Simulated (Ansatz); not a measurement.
# TiH5: from a guess to a relaxed structure

The task: take a trial cell of TiH5 to zero force and stress.

Program: Ansatz 0.2.0. Level of theory: DFT PBE, scalar-relativistic, plane waves, PAW. These are calculated values, not measurements.

### Step 1. The system as given

It takes space group P6/mmm (No. 191, hexagonal). Conventional cell: a = 3.595 Å, b = 3.595 Å, c = 4.447 Å, α = 90.00°, β = 90.00°, γ = 120.00°. Ti (site symmetry 6/mmm) is surrounded by 2 H at 2.22 Å. H (site symmetry 3m) is surrounded by 1 H at 1.31 Å. H (site symmetry 6/mmm) has 12 H at 2.18 Å and 2 Ti at 2.22 Å as nearest neighbours.

Structure file:

```cif
data_structure
_symmetry_space_group_name_H-M 'P 1'
_symmetry_Int_Tables_number 1
_cell_length_a 3.5948
_cell_length_b 3.5948
_cell_length_c 4.4472
_cell_angle_alpha 90.000
_cell_angle_beta 90.000
_cell_angle_gamma 120.000
_cell_volume 49.77
loop_
_atom_site_label
_atom_site_type_symbol
_atom_site_fract_x
_atom_site_fract_y
_atom_site_fract_z
_atom_site_occupancy
Ti1 Ti 0.00000 0.00000 0.00000 1
H1 H 0.33333 0.66667 0.64762 1
H2 H 0.66667 0.33333 0.64762 1
H3 H 0.66667 0.33333 0.35238 1
H4 H 0.33333 0.66667 0.35238 1
H5 H 0.00000 0.00000 0.50000 1
```

A structure generator made this guess: random cell by space group and Wyckoff sites (P6/mmm, No. 191). Its size is a rough estimate.

### Step 2. Probe: one point on a coarse mesh

File input.yaml:

```yaml
crystal:
  lattice:
    - [3.5948005, 0.0, 0.0]
    - [-1.79740025, 3.11318856, 0.0]
    - [0.0, 0.0, 4.44717432]
  atoms:
    - { symbol: Ti, position: [0.0, 0.0, 0.0] }
    - { symbol: H, position: [0.33333333, 0.66666667, 0.64762374] }
    - { symbol: H, position: [0.66666667, 0.33333333, 0.64762374] }
    - { symbol: H, position: [0.66666667, 0.33333333, 0.35237626] }
    - { symbol: H, position: [0.33333333, 0.66666667, 0.35237626] }
    - { symbol: H, position: [0.0, 0.0, 0.5] }
basis:
  ecutwfc: 420
kpoints:
  mp_grid: { grid: [6, 6, 4] }
hamiltonian:
  xc: pbe
scf:
  occupations: { method: gaussian, width: 0.1 }
  lower_state_search: "off"
output:
  forces: true
  stress: true
  eigenvalues: true
```

The run is started by

```
> ansatz run input.yaml --threads 1 --pin off --max-ram 2560MiB --backend cpu --events-out ev --progress --plain --runs-dir out
```

Standard output, shortened:

```text
Warning: RAYON_NUM_THREADS=1 ignored (pool sized by the plan → 1); use --threads N
[...]
Pseudopotentials: kind: paw
Pseudopotential: Ti, paw, valence charge 12, recommended cutoff 420 eV (normal), Ti.paw.azcp
Pseudopotential: H, paw, valence charge 1, recommended cutoff 420 eV (normal), H.paw.azcp
Functional definition: PBE
[...]
Crystal: 6 atoms, lattice volume = 49.770 Å³
Basis set: ecut = 420 eV, 987 PW (Γ), exchange–correlation on 50×50×60 points (8 copies of the dense FFT grid, shifted against one another)
Bands: 15, of which v1, the nominal top of the filled ones, is band 9 counted from 1 (8 counted from 0)
Symmetry: 24 space group operations
Space group: P6/mmm (ITA 191), of the structure as read, at distance tolerance 3.7e-5 Å
k-points: 21 of 144
[...]
SCF iter   1: F=—  HF=-2574.669329 eV  |F-HF|=—  |Δ(HF+E_count)|=         —  Δρ=2.84e-2  dr2=7.45e-1  ethr=1.77e-3  ⟨swp⟩=4.3  Hψ=1522  notcnv=0
[...]
SCF iter   7: F=-2574.574043 eV  HF=-2574.574043 eV  |F-HF|=4.04e-8  |Δ(HF+E_count)|=   5.09e-8  Δρ=7.36e-6  dr2=5.05e-8  ethr=5.88e-10  ⟨swp⟩=7.0  Hψ=1061  notcnv=0
[...]
SCF converged after 7 iterations
Free energy (F): -2574.574043 eV
[...]
E sigma→0 (E₀):  -2574.569466 eV
Entropy (-TS):   -0.009153 eV (-1.526 meV/atom)
Fermi energy:    4.075502 eV
[...]
--- Forces (eV/Å), atoms counted from 1 ---
  atom   1  Ti    -0.00000000     0.00000000     0.00000000
  atom   2  H      0.00000000     0.00000000     0.04371324
  atom   3  H      0.00000000    -0.00000000     0.04371324
  atom   4  H     -0.00000000    -0.00000000    -0.04371324
  atom   5  H     -0.00000000     0.00000000    -0.04371324
  atom   6  H      0.00000000     0.00000000     0.00000000
[...]
--- Stress (GPa, compression-positive) ---
      -17.720108      -0.000000       0.000000
        0.000000     -17.720108       0.000000
        0.000000       0.000000     -42.792647
  P = ⅓ Tr σ = -26.0776 GPa (-260.776 kbar)
--- Band table (eV; the first three rows and the last of 21) ---
  k-point 0: bands = ["-54.0931", "-30.2626", "-30.2473", "-30.2473", "-4.9005", "2.1241", "2.6109", "4.0696", "4.1590", "4.1590", "4.8399", "4.8399", "6.3660", "8.4226", "10.8840"]
[...]
```

It took 1.1 s on 1 thread of Arm Neoverse V1, shared host; peak memory 0.28 GiB.

From the probe: pressure -26.1 GPa, largest force 0.04 eV/Å, gap on this mesh none (metal). A cheap, loose relaxation comes first.

### Step 3. Rough relaxation on the coarse mesh

input.yaml: that of step 2 with these lines changed.

```diff
@@ -25 +25,6 @@
   eigenvalues: true
+relax:
+  adjacent_minimum: "off"
+  f_tol: 0.04
+  max_steps: 70
+  cell: { stress_tol: 0.4 }
```

The run is started by

```
> ansatz run input.yaml --threads 1 --pin off --max-ram 2560MiB --backend cpu --events-out ev --progress --plain --runs-dir out
```

Standard output:

```text
Warning: RAYON_NUM_THREADS=1 ignored (pool sized by the plan → 1); use --threads N
Engine: ansatz 0.2.0, aarch64-unknown-linux-gnu
[... 4 set-up lines as earlier in the session ...]
  parameter kappa = 0.804
  parameter beta = 0.06672455060314922
  exchange = pbe_x(kappa = kappa, mu = beta*pi^2/3)
  correlation = pbe_c(beta = beta)
Crystal: 6 atoms, lattice volume = 49.770 Å³
Basis set: ecut = 420 eV, 987 PW (Γ), exchange–correlation on 50×50×60 points (8 copies of the dense FFT grid, shifted against one another)
Bands: 15, of which v1, the nominal top of the filled ones, is band 9 counted from 1 (8 counted from 0)
[... 2 set-up lines as earlier in the session ...]
k-points: 21 of 144
Non-local potential: Ti, projectors of the file, l = 0: 3, l = 1: 2, l = 2: 3, l = 3: 1
Non-local potential: H, projectors of the file, l = 0: 2, l = 1: 1
PAW form: soft (Blöchl's): semilocal exchange-correlation on the pseudo side does not see the compensation charge
PAW one-centre angular grid: Ti, 590 points (default); XC on 64 Gauss nodes
PAW one-centre angular grid: H, 110 points (default); XC on 64 Gauss nodes
Initial density: superposition of atomic densities (neutral atoms: chi_scale 0, normalization atom), corrected by the library's trained network
Initial wavefunctions: pseudopotential atomic-orbital guess
Functional: x = pbe(κ = 0.804, μ = 0.2195149727645171), c = pbe(β = 0.06672455060314922)
SCF iter   1: F=—  HF=-2574.669329 eV  |F-HF|=—  |Δ(HF+E_count)|=         —  Δρ=2.84e-2  dr2=7.45e-1  ethr=1.77e-3  ⟨swp⟩=4.3  Hψ=1522  notcnv=0
preconditioner: auto → none  [metal: Δε(μ)=0.064 eV  Ē_g=5.585 eV  σ=0.100 eV  W_gap=0.32  n_scr=8 (ndim 8)  ℏωp=15.8 eV  f_vac=0.000  D(μ)=1.77/eV (n_scr^D=20)  sad-step TF]
SCF iter   2: F=—  HF=-2574.627097 eV  |F-HF|=—  |Δ(HF+E_count)|=   4.22e-2  Δρ=2.19e-2  dr2=4.57e-1  ethr=1.77e-3  ⟨swp⟩=1.0  Hψ=483  notcnv=0
SCF iter   3: F=—  HF=-2574.573152 eV  |F-HF|=—  |Δ(HF+E_count)|=   5.39e-2  Δρ=1.97e-3  dr2=8.75e-4  ethr=1.77e-3  ⟨swp⟩=2.0  Hψ=422  notcnv=0  defer=1
SCF iter   4: F=—  HF=-2574.573988 eV  |F-HF|=—  |Δ(HF+E_count)|=   8.35e-4  Δρ=6.14e-4  dr2=2.34e-4  ethr=5.15e-6  ⟨swp⟩=2.4  Hψ=584  notcnv=0  defer=14
SCF iter   5: F=—  HF=-2574.574017 eV  |F-HF|=—  |Δ(HF+E_count)|=   2.94e-5  Δρ=1.49e-4  dr2=2.27e-5  ethr=1.38e-6  ⟨swp⟩=2.0  Hψ=362  notcnv=0  defer=14
SCF iter   6: F=—  HF=-2574.574043 eV  |F-HF|=—  |Δ(HF+E_count)|=   2.58e-5  Δρ=2.45e-5  dr2=5.23e-7  ethr=1.34e-7  ⟨swp⟩=1.4  Hψ=323  notcnv=0  defer=21
SCF iter   7: F=-2574.574043 eV  HF=-2574.574043 eV  |F-HF|=4.07e-8  |Δ(HF+E_count)|=   5.05e-8  Δρ=7.39e-6  dr2=5.09e-8  ethr=5.88e-10  ⟨swp⟩=7.0  Hψ=1060  notcnv=0
SCF 1 converged in 7 iterations: F = -2574.574043 eV  dr2 = 5.09e-8
relax step   1: F+E_penalty+E_count = -2574.57404284 eV  Δ(F+E_penalty+E_count) = +0.000e0 eV  max|allowed force component| = 4.371e-2 eV/Å  Δτ_max = 0.0000 Å  P = -26.078 GPa  Ω = 49.770 Å³  (7 SCF iters, dr2 threshold 1.00e-7 eV, accepted)
Crystal: 6 atoms, lattice volume = 45.286 Å³
Basis set: ecut = 420 eV, 885 PW (Γ), exchange–correlation on 50×50×60 points (8 copies of the dense FFT grid, shifted against one another)
Initial density: handed on by an earlier stage of this run
Initial wavefunctions: those handed on with the density
iter 1 solved again at ethr=1.16e-3 eV; its pass at ethr=3.10e-3 eV (dr2=1.97e-1 eV) is discarded
SCF iter   1: F=—  HF=-2575.468294 eV  |F-HF|=—  |Δ(HF+E_count)|=         —  Δρ=1.71e-2  dr2=1.98e-1  ethr=1.16e-3  ⟨swp⟩=1.0  Hψ=1891  notcnv=0
preconditioner: auto → none  [insulator: Δε(μ)=0.107 eV  Ē_g=6.044 eV  σ=0.100 eV  W_gap=0.53  n_scr=8 (ndim 8)  ℏωp=16.6 eV  f_vac=0.000  D(μ)=1.33/eV (n_scr^D=8)  ε∞_Penn≈8.5]
SCF iter   2: F=—  HF=-2575.447784 eV  |F-HF|=—  |Δ(HF+E_count)|=   2.05e-2  Δρ=8.13e-3  dr2=4.12e-2  ethr=1.16e-3  ⟨swp⟩=2.0  Hψ=382  notcnv=0
SCF iter   3: F=—  HF=-2575.443034 eV  |F-HF|=—  |Δ(HF+E_count)|=   4.75e-3  Δρ=6.97e-4  dr2=1.65e-4  ethr=2.42e-4  ⟨swp⟩=2.0  Hψ=388  notcnv=0
SCF iter   4: F=—  HF=-2575.443094 eV  |F-HF|=—  |Δ(HF+E_count)|=   6.05e-5  Δρ=1.77e-4  dr2=6.15e-6  ethr=9.69e-7  ⟨swp⟩=2.2  Hψ=424  notcnv=0
SCF iter   5: F=—  HF=-2575.443106 eV  |F-HF|=—  |Δ(HF+E_count)|=   1.13e-5  Δρ=5.59e-5  dr2=1.81e-6  ethr=3.62e-8  ⟨swp⟩=2.0  Hψ=405  notcnv=0
SCF iter   6: F=-2575.443106 eV  HF=-2575.443106 eV  |F-HF|=1.27e-7  |Δ(HF+E_count)|=   1.18e-7  Δρ=1.44e-5  dr2=1.47e-7  ethr=3.53e-9  ⟨swp⟩=4.9  Hψ=1249  notcnv=0
SCF 2 converged in 6 iterations: F = -2575.443106 eV  dr2 = 1.47e-7
relax step   2: F+E_penalty+E_count = -2575.44310555 eV  Δ(F+E_penalty+E_count) = -8.691e-1 eV  max|allowed force component| = 1.732e-1 eV/Å  Δτ_max = 0.0085 Å  P = -25.130 GPa  Ω = 45.286 Å³  energy of the carried Pulay correction = +4.945e-3 eV  (6 SCF iters, dr2 threshold 6.00e-7 eV, accepted)
Crystal: 6 atoms, lattice volume = 41.027 Å³
Basis set: ecut = 420 eV, 793 PW (Γ), exchange–correlation on 50×50×60 points (8 copies of the dense FFT grid, shifted against one another)
iter 1 solved again at ethr=9.19e-4 eV; its pass at ethr=3.10e-3 eV (dr2=1.56e-1 eV) is discarded
SCF iter   1: F=—  HF=-2576.240228 eV  |F-HF|=—  |Δ(HF+E_count)|=         —  Δρ=1.69e-2  dr2=1.57e-1  ethr=9.19e-4  ⟨swp⟩=1.0  Hψ=1890  notcnv=0
preconditioner: auto → none  [insulator: Δε(μ)=0.115 eV  Ē_g=6.654 eV  σ=0.100 eV  W_gap=0.56  n_scr=8 (ndim 8)  ℏωp=17.4 eV  f_vac=0.000  D(μ)=1.18/eV (n_scr^D=8)  ε∞_Penn≈7.8]
SCF iter   2: F=—  HF=-2576.222023 eV  |F-HF|=—  |Δ(HF+E_count)|=   1.82e-2  Δρ=8.48e-3  dr2=3.83e-2  ethr=9.19e-4  ⟨swp⟩=2.0  Hψ=391  notcnv=0
SCF iter   3: F=—  HF=-2576.216717 eV  |F-HF|=—  |Δ(HF+E_count)|=   5.31e-3  Δρ=5.54e-4  dr2=8.70e-5  ethr=2.26e-4  ⟨swp⟩=2.0  Hψ=375  notcnv=0
SCF iter   4: F=—  HF=-2576.216773 eV  |F-HF|=—  |Δ(HF+E_count)|=   5.59e-5  Δρ=1.27e-4  dr2=2.67e-6  ethr=5.12e-7  ⟨swp⟩=2.2  Hψ=424  notcnv=0
iter 5 did not close the SCF: its close was put off for the readings that it lacked (scf_convergence_deferred on its scf_iter line)
SCF iter   5: F=-2576.216779 eV  HF=-2576.216779 eV  |F-HF|=6.01e-8  |Δ(HF+E_count)|=   5.63e-6  Δρ=3.29e-5  dr2=3.96e-7  ethr=1.57e-8  ⟨swp⟩=2.0  Hψ=407  notcnv=0
SCF iter   6: F=-2576.216779 eV  HF=-2576.216779 eV  |F-HF|=2.18e-9  |Δ(HF+E_count)|=   1.65e-7  Δρ=7.29e-6  dr2=1.55e-8  ethr=2.33e-9  ⟨swp⟩=2.0  Hψ=929  notcnv=0
the search or the solves at the SCF's close seem to have found levels that the self-consistency loop had missed (the run counts 2). By its estimate they hold under 1e-12 electrons; where the run keeps them, the occupations were computed again with them
SCF 3 converged in 6 iterations: F = -2576.216779 eV  dr2 = 1.55e-8
relax step   3: F+E_penalty+E_count = -2576.21677902 eV  Δ(F+E_penalty+E_count) = -7.737e-1 eV  max|allowed force component| = 3.586e-1 eV/Å  Δτ_max = 0.0158 Å  P = -22.712 GPa  Ω = 41.027 Å³  energy of the carried Pulay correction = +1.010e-2 eV  (6 SCF iters, dr2 threshold 6.00e-7 eV, accepted)
[... from here on, the SCF cycles and remarks between the steps are left out ...]
relax step   4: F+E_penalty+E_count = -2576.90146500 eV  Δ(F+E_penalty+E_count) = -6.847e-1 eV  max|allowed force component| = 6.701e-1 eV/Å  Δτ_max = 0.0341 Å  P = -17.967 GPa  Ω = 36.610 Å³  energy of the carried Pulay correction = +1.598e-2 eV  (6 SCF iters, dr2 threshold 6.00e-7 eV, accepted)
relax step   5: F+E_penalty+E_count = -2577.65250979 eV  Δ(F+E_penalty+E_count) = -7.510e-1 eV  max|allowed force component| = 1.146e0 eV/Å  Δτ_max = 0.0923 Å  P = -7.166 GPa  Ω = 31.178 Å³  energy of the carried Pulay correction = +2.409e-2 eV  (6 SCF iters, dr2 threshold 6.00e-7 eV, accepted)
relax step   6: F+E_penalty+E_count = -2578.42797411 eV  Δ(F+E_penalty+E_count) = -7.755e-1 eV  max|allowed force component| = 7.617e-1 eV/Å  Δτ_max = 0.1718 Å  P = +9.271 GPa  Ω = 27.548 Å³  energy of the carried Pulay correction = +3.014e-2 eV  (6 SCF iters, dr2 threshold 6.00e-7 eV, accepted)
relax step   7: F+E_penalty+E_count = -2578.66892230 eV  Δ(F+E_penalty+E_count) = -2.409e-1 eV  max|allowed force component| = 2.502e-1 eV/Å  Δτ_max = 0.1949 Å  P = +19.609 GPa  Ω = 27.183 Å³  energy of the carried Pulay correction = +3.078e-2 eV  (6 SCF iters, dr2 threshold 6.00e-7 eV, accepted)
relax step   8: F+E_penalty+E_count = -2578.84159907 eV  Δ(F+E_penalty+E_count) = -1.727e-1 eV  max|allowed force component| = 4.923e-3 eV/Å  Δτ_max = 0.0025 Å  P = +1.257 GPa  Ω = 30.166 Å³  energy of the carried Pulay correction = +2.573e-2 eV  (6 SCF iters, dr2 threshold 6.00e-7 eV, accepted)
relax step   9: F+E_penalty+E_count = -2578.84985413 eV  Δ(F+E_penalty+E_count) = -8.255e-3 eV  max|allowed force component| = 1.265e-2 eV/Å  Δτ_max = 0.0038 Å  P = +0.233 GPa  Ω = 30.464 Å³  energy of the carried Pulay correction = +2.524e-2 eV  (6 SCF iters, dr2 threshold 6.00e-7 eV, accepted)
relax step  10: F+E_penalty+E_count = -2578.85082310 eV  Δ(F+E_penalty+E_count) = -9.690e-4 eV  max|allowed force component| = 1.062e-4 eV/Å  Δτ_max = 0.0052 Å  P = +0.015 GPa  Ω = 30.591 Å³  energy of the carried Pulay correction = +2.504e-2 eV  (6 SCF iters, dr2 threshold 6.00e-7 eV, accepted)
Basis set: ecut = 420 eV, 565 PW (Γ), exchange–correlation on 48×48×54 points (8 copies of the dense FFT grid, shifted against one another)
Initial wavefunctions: pseudopotential atomic-orbital guess (no wavefunctions were taken with the density)
iter 1 solved again at ethr=1.71e-7 eV; its pass at ethr=3.10e-3 eV (dr2=2.91e-5 eV) is discarded
SCF iter   1: F=—  HF=-2578.839681 eV  |F-HF|=—  |Δ(HF+E_count)|=         —  Δρ=9.73e-4  dr2=2.90e-5  ethr=1.71e-7  ⟨swp⟩=2.4  Hψ=2114  notcnv=0
preconditioner: auto → none  [insulator: Δε(μ)=0.347 eV  Ē_g=9.187 eV  σ=0.100 eV  W_gap=0.58  n_scr=8 (ndim 8)  ℏωp=20.1 eV  f_vac=0.000  D(μ)=1.18/eV (n_scr^D=8)  ε∞_Penn≈5.8]
SCF iter   2: F=—  HF=-2578.839826 eV  |F-HF|=—  |Δ(HF+E_count)|=   1.45e-4  Δρ=4.90e-4  dr2=7.12e-6  ethr=1.71e-7  ⟨swp⟩=2.1  Hψ=409  notcnv=0
SCF iter   3: F=—  HF=-2578.839871 eV  |F-HF|=—  |Δ(HF+E_count)|=   4.51e-5  Δρ=1.72e-5  dr2=2.02e-8  ethr=4.19e-8  ⟨swp⟩=2.1  Hψ=426  notcnv=0
SCF iter   4: F=—  HF=-2578.839870 eV  |F-HF|=—  |Δ(HF+E_count)|=   1.34e-6  Δρ=2.95e-6  dr2=7.70e-10  ethr=1.19e-10  ⟨swp⟩=2.0  Hψ=480  notcnv=0
iter 5 did not close the SCF: its close was put off for the readings that it lacked (scf_convergence_deferred on its scf_iter line)
SCF iter   5: F=-2578.839870 eV  HF=-2578.839870 eV  |F-HF|=6.37e-12  |Δ(HF+E_count)|=   1.28e-9  Δρ=2.59e-7  dr2=2.02e-11  ethr=4.53e-12  ⟨swp⟩=2.0  Hψ=493  notcnv=0
SCF iter   6: F=-2578.839870 eV  HF=-2578.839870 eV  |F-HF|=0.00e0  |Δ(HF+E_count)|=    0.00e0  Δρ=4.84e-8  dr2=4.11e-13  ethr=1.00e-12  ⟨swp⟩=1.3  Hψ=732  notcnv=0
SCF 11 converged in 6 iterations: F = -2578.839870 eV  dr2 = 4.11e-13
relax step  11: F+E_penalty+E_count = -2578.83986997 eV  Δ(F+E_penalty+E_count) = +1.095e-2 eV  max|allowed force component| = 2.841e-4 eV/Å  Δτ_max = 0.0000 Å  P = -0.177 GPa  Ω = 30.591 Å³  stress off target by 1.85e-1 GPa  SCF on the basis re-selected at this cell (its energy is not comparable with the rows above)  (6 SCF iters)
basis re-selected at this cell: Δ(F+E_penalty+E_count) = +1.095e-2 eV, ΔP = -0.192 GPa vs the last step (what re-selecting the basis moved, of the pressure what is left beyond the Pulay correction that the steps carried, after the strain that the cell walked since its last selection, with what the two solves' SCF thresholds leave and, on support functions, any second-order correction that the steps lacked; it is no measure of the basis error at this ecutwfc). The dense FFT grid was sized anew with the basis: this SCF ran on 24×24×27 points, the steps before it on 25×25×30, so part of this shift can come from that change (see relax.cell in the input reference). This SCF's stress stands 1.85e-1 GPa from its target on what of the cell is left free (relax.cell.stress_tol is 4.00e-1 GPa) and its largest allowed force component is 2.84e-4 eV/Å (relax.f_tol is 4.00e-2 eV/Å): within both
SCF converged after 6 iterations
Free energy (F): -2578.839870 eV
Harris-Foulkes:  -2578.839870 eV  (|F-HF|=0.00e0)
Internal energy: -2578.833950 eV  (E = F + TS)
E sigma→0 (E₀):  -2578.836910 eV
Entropy (-TS):   -0.005919 eV (-0.987 meV/atom)
Fermi energy:    9.074587 eV
--- Per-component energies (eV) ---
  E_band       = -206.207001
  E_kinetic    = 342.194233
  E_local      = -1081.940613  (includes V_loc(G=0)·N_el)
  E_nonlocal   = 12.770349
  E_hartree    = 438.363976
  E_xc         = -144.275855
  E_vxc        = -182.871827  (∫ρ·V_xc dr)
  E_paw        = -1049.440042  (= ΣΔE_a)
  E_vpaw       = -173.081911  (= ΣTr[D̂ρ^β])
  E_aug_tail   = -0.005196  (compensation charges beyond the density's cutoff)
  E_ewald      = -1096.500803
  E_smearing   = -0.005919  (= −TS)
  E_closure    = -0.000000  (closes the sum)
  Σ components = -2578.839870   (vs F -2578.839870, Δ=0.00e0)
--- Forces (eV/Å), atoms counted from 1 ---
  atom   1  Ti     0.00000000     0.00000000     0.00000000
  atom   2  H      0.00000000     0.00000000    -0.00028411
  atom   3  H      0.00000000    -0.00000000    -0.00028411
  atom   4  H      0.00000000    -0.00000000     0.00028411
  atom   5  H     -0.00000000     0.00000000     0.00028411
  atom   6  H      0.00000000     0.00000000     0.00000000
  max |Σ_I F_I| component: 2.53e-19 eV/Å
--- Stress (GPa, compression-positive) ---
       -0.184561      -0.000000       0.000000
        0.000000      -0.184561      -0.000000
        0.000000      -0.000000      -0.162982
  P = ⅓ Tr σ = -0.1774 GPa (-1.774 kbar)
--- Band table (eV; the first three rows and the last of 21) ---
  k-point 0: bands = ["-48.1349", "-24.3563", "-24.2465", "-24.2465", "-2.9372", "4.4696", "4.7828", "8.8902", "8.8902", "10.7859", "10.7859", "10.8783", "15.5537", "16.0580", "18.9806"]
  k-point 1: bands = ["-48.1342", "-24.3741", "-24.2460", "-24.2460", "-2.3380", "1.9349", "7.2882", "8.9222", "8.9222", "10.6775", "10.6775", "11.2363", "14.0533", "15.2175", "20.4153"]
  k-point 2: bands = ["-48.1335", "-24.3919", "-24.2456", "-24.2456", "-1.0458", "-0.0967", "8.9547", "8.9547", "9.4489", "10.5736", "10.5736", "11.6638", "11.7604", "14.2702", "24.0334"]
  k-point 20: bands = ["-48.0631", "-24.5565", "-24.5565", "-24.2914", "3.4836", "3.4836", "4.0579", "4.0579", "6.6298", "10.5682", "12.9337", "12.9337", "13.4914", "13.4914", "14.6392"]
--- Relaxed structure (10 steps of the walk, 10 accepted, 1 SCFs on fresh bases) ---
  F+E_penalty+E_count = -2578.83986997 eV   max|allowed force component| = 2.841e-4 eV/Å   (the final SCF, on the basis selected at the relaxed cell)
  cell:  # Å, volume = 30.5909 Å³
    - [3.0117708331133155, 0.0, 0.0]
    - [-1.5058854165566578, 2.6082700518531543, 0.0]
    - [0.0, 0.0, 3.894191841048059]
  atoms:
    - { symbol: Ti, position: [-3.055022282964308e-34, 1.299363443566115e-34, 0.0] }
    - { symbol: H, position: [0.33333333333333337, 0.6666666666666667, 0.7665453696058034] }
    - { symbol: H, position: [0.6666666666666666, 0.33333333333333337, 0.7665453696058034] }
    - { symbol: H, position: [0.6666666666666666, 0.33333333333333337, 0.23345463039419667] }
    - { symbol: H, position: [0.33333333333333337, 0.6666666666666667, 0.23345463039419667] }
    - { symbol: H, position: [1.711439873409556e-33, -3.515403396164563e-35, 0.5] }
```

Wall time 12 s (1 thread of Arm Neoverse V1, shared host); peak memory 0.3 GiB.

Relaxation path:

```
step  energy from step 1 (eV/cell)  largest force component (eV/Å)  pressure (GPa)  volume (Å³)
   1                        0.0000                          0.0437          -26.08        49.77
   2                       -0.8691                          0.1732          -25.13        45.29
   3                       -1.6427                          0.3586          -22.71        41.03
   4                       -2.3274                          0.6701          -17.97        36.61
   5                       -3.0785                          1.1465           -7.17        31.18
   6                       -3.8539                          0.7617            9.27        27.55
   7                       -4.0949                          0.2502           19.61        27.18
   8                       -4.2676                          0.0049            1.26        30.17
   9                       -4.2758                          0.0127            0.23        30.46
  10                       -4.2768                          0.0001            0.01        30.59
  11                       -4.2658                          0.0003           -0.18        30.59
```

Step 1 is the start. Step 11 repeats the geometry before it on a plane-wave basis chosen anew for that cell, so its energy need not be comparable with the rows above.

|  | before | after | change |
| --- | --- | --- | --- |
| a (Å) | 3.595 | 3.012 | -16.2 % |
| b (Å) | 3.595 | 3.012 | -16.2 % |
| c (Å) | 4.447 | 3.894 | -12.4 % |
| volume (Å³/atom) | 8.29 | 5.10 | -38.5 % |
| shortest distance (Å) | 1.313 | 1.739 | +32.4 % |
| space group (0.01 Å) | P6/mmm | P6/mmm | same |

The run keeps the 24 symmetry operations of the start, so it could not have lowered the symmetry.

(Part 1 of 2 ends here.)
